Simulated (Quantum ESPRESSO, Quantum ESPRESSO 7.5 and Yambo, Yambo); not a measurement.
# Quasiparticle gap of CdSe (F-43m) in Yambo

How does a plane-wave GW calculation on CdSe (F-43m) run from the first input to the gap?

Main program and level: Quantum ESPRESSO 7.5 and Yambo 5.3.0; PBE and many-body steps on it, plane waves.

**What was measured.**

- Gap 1.69 ± 0.02 eV: direct gap from (alpha E)^2 extrapolation; spectroscopic ellipsometry; 300 K; film (fully relaxed MBE film, 304 nm) on GaAs(100) (“Band gap bowing of binary alloys: Experimental results compared to theoretical tight-binding supercell calculations for CdZnSe”, 2010, arxiv:1007.2297).

Most raw output is cut from this account.

### Step 1. The structure

Symmetry: F-43m, No. 216, cubic system. Conventional cell: a = 6.141 Å, b = 6.141 Å, c = 6.141 Å, α = 90.00°, β = 90.00°, γ = 90.00°. Nearest to Cd lie 4 Se at 2.66 Å. Nearest to Se lie 4 Cd at 2.66 Å. Farther neighbours and most contacts between anions are not listed.

The cell and positions are those that the Materials Project relaxed with its own functionals (PBE, PBE+U or r2SCAN), kept fixed.

### Step 2. Ground state

This step: Quantum ESPRESSO 7.5; DFT, PBE, plane waves, norm-conserving pseudopotentials.

The ground-state density comes first.

pw.in

```
&control
  calculation = 'scf'
  prefix = 'x'
  outdir = 'o'
  pseudo_dir = 'pseudo'
/
&system
  ibrav = 0
  nat = 2
  ntyp = 2
  ecutwfc = 94.0
  nbnd = 23
  force_symmorphic = .true.
/
&electrons
  conv_thr = 1e-10
  electron_maxstep = 80
  mixing_beta = 0.5
/
ATOMIC_SPECIES
  Cd 112.41 Cd.upf
  Se 78.971 Se.upf
CELL_PARAMETERS angstrom
  -0.0000000000 3.0702711986 3.0702711986
  3.0702711986 -0.0000000000 3.0702711986
  3.0702711986 3.0702711986 -0.0000000000
ATOMIC_POSITIONS crystal
  Cd 0.0000000000 0.0000000000 0.0000000000
  Se 0.7500000000 0.7500000000 0.7500000000
K_POINTS automatic
  6 6 6 0 0 0
```

Launch:

```bash
$ OMP_NUM_THREADS=1 mpirun -n 4 pw.x -nk 4 -in pw.in > pw.out
```

The job ended after 28 s (4 MPI ranks of Arm Neoverse N1, shared host; peak memory 0.39 GiB).

This step gave:

* total energy: -8071.3066 eV
* gap: 0.5475 eV
* k of the valence top: 0, 0, 0
* k of the conduction bottom: 0, 0, 0
* least direct gap: 0.5475 eV

The gap is direct, at Γ.

### Step 3. Bands along the symmetry lines

Levels along a band path, at the cheap level, show where the edges lie and whether the meshes to come will hold them.

pw.in

```
&control
  calculation = 'bands'
  prefix = 'x'
  outdir = 'o'
  pseudo_dir = 'pseudo'
/
&system
  ibrav = 0
  nat = 2
  ntyp = 2
  ecutwfc = 94.0
  nbnd = 24
  force_symmorphic = .true.
/
&electrons
  conv_thr = 1e-9
  electron_maxstep = 80
  diago_full_acc = .true.
  diago_thr_init = 5e-6
/
ATOMIC_SPECIES
  Cd 112.41 Cd.upf
  Se 78.971 Se.upf
CELL_PARAMETERS angstrom
  -0.0000000000 3.0702711986 3.0702711986
  3.0702711986 -0.0000000000 3.0702711986
  3.0702711986 3.0702711986 -0.0000000000
ATOMIC_POSITIONS crystal
  Cd 0.0000000000 0.0000000000 0.0000000000
  Se 0.7500000000 0.7500000000 0.7500000000
K_POINTS crystal
  50
  0.00000000 0.00000000 0.00000000 1
  -0.06250000 -0.06250000 0.00000000 1
  -0.12500000 -0.12500000 0.00000000 1
  -0.18750000 -0.18750000 0.00000000 1
  -0.25000000 -0.25000000 0.00000000 1
  -0.31250000 -0.31250000 0.00000000 1
  -0.37500000 -0.37500000 0.00000000 1
  -0.43750000 -0.43750000 0.00000000 1
  -0.50000000 -0.50000000 0.00000000 1
  -0.48437500 -0.48437500 0.03125000 1
  -0.46875000 -0.46875000 0.06250000 1
  -0.45312500 -0.45312500 0.09375000 1
  -0.43750000 -0.43750000 0.12500000 1
  -0.42187500 -0.42187500 0.15625000 1
  -0.40625000 -0.40625000 0.18750000 1
  -0.39062500 -0.39062500 0.21875000 1
  -0.37500000 -0.37500000 0.25000000 1
  -0.37500000 0.00000000 0.37500000 1
  -0.32812500 0.00000000 0.32812500 1
  -0.28125000 0.00000000 0.28125000 1
  -0.23437500 0.00000000 0.23437500 1
  -0.18750000 0.00000000 0.18750000 1
  -0.14062500 0.00000000 0.14062500 1
  -0.09375000 0.00000000 0.09375000 1
  -0.04687500 0.00000000 0.04687500 1
  0.00000000 0.00000000 0.00000000 1
  0.00000000 0.00000000 0.06250000 1
  0.00000000 0.00000000 0.12500000 1
  0.00000000 0.00000000 0.18750000 1
  0.00000000 0.00000000 0.25000000 1
  0.00000000 0.00000000 0.31250000 1
  0.00000000 0.00000000 0.37500000 1
  0.00000000 0.00000000 0.43750000 1
  0.00000000 0.00000000 0.50000000 1
  -0.06250000 -0.03125000 0.46875000 1
  -0.12500000 -0.06250000 0.43750000 1
  -0.18750000 -0.09375000 0.40625000 1
  -0.25000000 -0.12500000 0.37500000 1
  -0.31250000 -0.15625000 0.34375000 1
  -0.37500000 -0.18750000 0.31250000 1
  -0.43750000 -0.21875000 0.28125000 1
  -0.50000000 -0.25000000 0.25000000 1
  -0.50000000 -0.28125000 0.21875000 1
  -0.50000000 -0.31250000 0.18750000 1
  -0.50000000 -0.34375000 0.15625000 1
  -0.50000000 -0.37500000 0.12500000 1
  -0.50000000 -0.40625000 0.09375000 1
  -0.50000000 -0.43750000 0.06250000 1
  -0.50000000 -0.46875000 0.03125000 1
  -0.50000000 -0.50000000 0.00000000 1
```

Run time: 27 s. Hardware: 4 MPI ranks; peak memory 0.28 GiB.

Numbers from this step:

```yaml
gap: 0.5475 eV
k_of_the_valence_top: 0, 0, 0
k_of_the_conduction_bottom: 0, 0, 0
least_direct_gap: 0.5475 eV
```

The gap is 0.547 eV, as in the run before at this level.

Electronic bands along the path, in eV, zero at the top of the highest filled band:

```
    point  band 15  band 16  band 17  band 18  band 19  band 20  band 21  band 22
        Γ    -7.49     0.00     0.00     0.00     0.55     5.94     5.94     5.94
  halfway    -7.47    -2.51    -0.98    -0.98     3.22     4.24     7.59     7.59
        X    -7.16    -3.95    -1.75    -1.75     3.20     3.74     8.96    10.05
  halfway    -7.13    -3.92    -2.02    -1.67     3.45     4.10     8.65     9.47
        U    -7.08    -3.88    -2.39    -1.44     3.72     5.09     8.19     8.52
jump to K    -7.08    -3.88    -2.39    -1.44     3.72     5.09     8.19     8.52
  halfway    -7.45    -2.86    -1.32    -0.40     3.09     5.65     6.35     6.65
        Γ    -7.49     0.00     0.00     0.00     0.55     5.94     5.94     5.94
  halfway    -7.49    -2.59    -0.38    -0.38     2.24     5.92     6.45     6.45
        L    -7.22    -4.22    -0.71    -0.71     2.36     6.45     6.45     7.32
  halfway    -7.14    -3.98    -1.89    -1.16     3.79     5.48     6.77     7.94
        W    -7.05    -3.85    -2.12    -2.09     4.91     5.22     6.42     7.61
  halfway    -7.10    -3.90    -1.94    -1.93     3.91     4.25     8.29     8.34
        X    -7.16    -3.95    -1.75    -1.75     3.20     3.74     8.96    10.05
```

### Step 4. Empty states on the mesh, 4×4×4 mesh, 389 bands

The sums over transitions need many empty states on a uniform mesh; this step solves for them.

pw.in

```
&control
  calculation = 'nscf'
  prefix = 'x'
  outdir = 'o'
  pseudo_dir = 'pseudo'
/
&system
  ibrav = 0
  nat = 2
  ntyp = 2
  ecutwfc = 94.0
  nbnd = 389
  force_symmorphic = .true.
/
&electrons
  conv_thr = 1e-9
  electron_maxstep = 80
  diago_full_acc = .true.
  diago_thr_init = 5e-6
/
ATOMIC_SPECIES
  Cd 112.41 Cd.upf
  Se 78.971 Se.upf
CELL_PARAMETERS angstrom
  -0.0000000000 3.0702711986 3.0702711986
  3.0702711986 -0.0000000000 3.0702711986
  3.0702711986 3.0702711986 -0.0000000000
ATOMIC_POSITIONS crystal
  Cd 0.0000000000 0.0000000000 0.0000000000
  Se 0.7500000000 0.7500000000 0.7500000000
K_POINTS automatic
  4 4 4 0 0 0
```

Wall time 2.2 min (4 MPI ranks); peak memory 1 GiB; 8.7 min of CPU time.

This step gave:

```
gap                                                           : 0.5475 eV
k of the valence top                                          : 0, 0, 0
k of the conduction bottom                                    : 0, 0, 0
least direct gap                                              : 0.5475 eV
k points computed                                             : 8
lowest point of the top converged band, above the valence top : 190.6973 eV
```

On this mesh the gap is 0.547 eV.

### Step 5. Conversion and set-up

This step: Yambo 5.3.0; conversion and set-up on PBE, plane waves, norm-conserving pseudopotentials.

The states are converted to the many-body program's format and the q mesh is built.

Launch:

```bash
$ (cd o/x.save; p2y > p2y.log; mv SAVE ../..); yambo > setup.log
```

It took 4.4 s on 1 MPI rank; peak memory 0.26 GiB.

### Step 6. Screening and self-energy, 4×4×4 mesh, 389 bands, screening to 217.7 eV

Now the one-shot GW correction: screening in the RPA, then the self-energy of the levels asked for.

This step: G0W0 on PBE, plane waves, norm-conserving pseudopotentials.

gw3.in

```
HF_and_locXC
gw0
dyson
ppa
em1d
rim_cut
RandQpts= 1000000
RandGvec= 1 RL
EXXRLvcs= 94 Ry
VXCRLvcs= 376 Ry
Chimod= "HARTREE"
% BndsRnXp
 1 | 389 |
%
NGsBlkXp= 16 Ry
% LongDrXp
 1 | 1 | 1 |
%
% GbndRnge
 1 | 389 |
%
DysSolver= "n"
ExtendOut
PPAPntXp= 27.21138 eV
% QPkrange
 1 | 1 | 17 | 20 |
%
```

Launch:

```bash
$ OMP_NUM_THREADS=1 mpirun -n 4 yambo -F gw3.in -J gw3 -C gw3 > gw3.log
```

Wall time 27 min (4 MPI ranks); peak memory 3 GiB; 1.8 h of CPU time.

Numbers from this step:

```
G0W0 gap on the points computed              : 1.740 eV
starting gap on the mesh                     : 0.5475 eV
k of the valence top                         : 0, 0, 0
k of the conduction bottom                   : 0, 0, 0
least direct G0W0 gap on the computed points : 1.740 eV
Z at the valence top                         : 0.7903
Z at the conduction bottom                   : 0.8112
```

The gap on the mesh goes from 0.55 eV to 1.74 eV, a correction of +1.19 eV.

Limits: finite bands, cutoff and mesh; exchange with frozen shells missing; no spin-orbit coupling; coarse k mesh. v1 is the top filled band, c1 the lowest empty one. The levels before and after the correction (eV, zero at the valence-band top of each column):

```
           conduction bottom  valence top
Kohn-Sham               0.55         0.00
     G0W0               1.74         0.00
```

```
             level  energy (eV)
Kohn-Sham  Γ v2-v1        0.000
Kohn-Sham     Γ c1        0.547
Kohn-Sham     Γ c2        5.943
     G0W0  Γ v2-v1        0.000
     G0W0     Γ c1        1.740
     G0W0     Γ c2        7.505
```

### Step 7. Where the time went

Times are wall times on the hardware named with each run, good to a factor of about two.

```
                          step     time  share  memory (GiB)
                  ground state     28 s    2 %          0.39
bands along the symmetry lines     27 s    1 %          0.28
      empty states on the mesh  2.2 min    7 %           1.0
         conversion and set-up    4.4 s    0 %          0.26
     screening and self-energy   27 min   90 %           3.0
```

### Step 8. Outcome

```yaml
pbe_gap: 0.55 eV, direct
g0w0_gap_on_the_mesh: 1.74 eV
gw_settings: 4×4×4 mesh, 389 bands, screening to 217.7 eV, Godby-Needs plasmon pole
known_limits: not at the basis limit; exchange with frozen shells missing; no spin-orbit coupling; coarse k mesh
```

What this shows: G0W0 moves the gap on the mesh from 0.55 eV to 1.74 eV (+1.19 eV), with Z of 0.79 and 0.81 at the edges. Only 1 of the mesh's irreducible points was corrected, so a valley elsewhere could overtake. The dearest step here is «screening and self-energy». Against experiment, by G0W0@PBE: the direct gap of 1.74 eV lies +0.05 eV from the measured 1.69 ± 0.02 eV (direct, 300 K, on GaAs(100), 2010). An exciton line or allowed optical edge lies below the quasiparticle gap by the binding energy; a forbidden edge can push the onset above it. The calculation has static nuclei and no excitons; a measured gap holds zero-point and thermal motion, which mostly lowers it. Bands and cutoff are finite, so the gap is not at the basis limit. The miss can reach some tenths of an eV and take either sign; the mesh is an error of its own. In the G0W0 run levels were corrected at 1 k point alone, so a gap called «on the mesh» is the least over those, and an edge elsewhere would be missed. The 4×4×4 mesh is coarse for this cell, which bears on the long-range parts of exchange and screening. The norm-conserving file of at least one element keeps a d shell over frozen s and p shells of the same row. Exchange with those shells is missing from the self-energy, an error of 0.3 to 0.9 eV in cases checked, whose sign depends on which edge lies on those atoms. The many-body steps are scalar-relativistic: spin-orbit coupling is not in them.

[Paths, hosts, dates, memory and timing lines, banners, echoed tables and standing remarks are left out of the program output.]

[Logs are printed without paths, hosts, clocks, repeated set-up lines and the standing remarks that a program may print on its own settings, such as how far it seeks lower states.]

[Runs of the session that timed out or met a known fault of the program may be left out.]

[Hosts, paths, dates, database ids (printed as entryN), source tags and the programs' standing remarks are cut or masked in the printed files.]
